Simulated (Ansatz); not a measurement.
# SnO in Ansatz: the effect of functional

Crystal: SnO.

```
Sn O
1.0
     3.83895    0.00000    0.00000
     0.00000    3.83895    0.00000
     0.00000    0.00000    4.91928
Sn O
2 2
Direct
  0.50000 0.00000 0.76463
  0.00000 0.50000 0.23537
  0.00000 0.00000 0.00000
  0.50000 0.50000 0.00000
```

The cell is a database's computed one.

The cell isn't the ideal one: volume scaled by 1.02.

Alike in all runs:

| Item | Value |
| --- | --- |
| Program | Ansatz 0.2.0 |
| Task | single point |
| Potentials or basis | Ansatz PAW |
| k mesh | 7 × 7 × 6 |
| Occupations | fermi-dirac, width 0.05 eV |
| Spin | no spin polarisation |

| functional | cutoff | gap on the mesh (eV) | pressure (GPa) | largest force (eV/Å) |
| --- | --- | --- | --- | --- |
| LDA | 420 eV (not typed: the program's choice for these potentials) | ? | ? | ? |
| r2SCAN | 500 eV (not typed: the program's choice for these potentials) | 0.58 | -2.3 | 0.40 |
| PBE | 420 eV (not typed: the program's choice for these potentials) | 0.44 | 1.7 | 0.10 |

Task: What does the run with functional LDA give?

Result: gap on the mesh 0.52 eV; pressure -5.0 GPa; largest force 0.49 eV/Å.

Caveats: odd divisions of the mesh miss points on the zone boundary, where band edges often lie, so the gap on the mesh can be too wide; spin-orbit coupling is left out, which moves the levels of the heavy elements; the PAW data sets come from PBE, with cores solved anew for the run's functional, which leaves a small shift of forces and pressure (some runs).

A k mesh can miss the band edges.
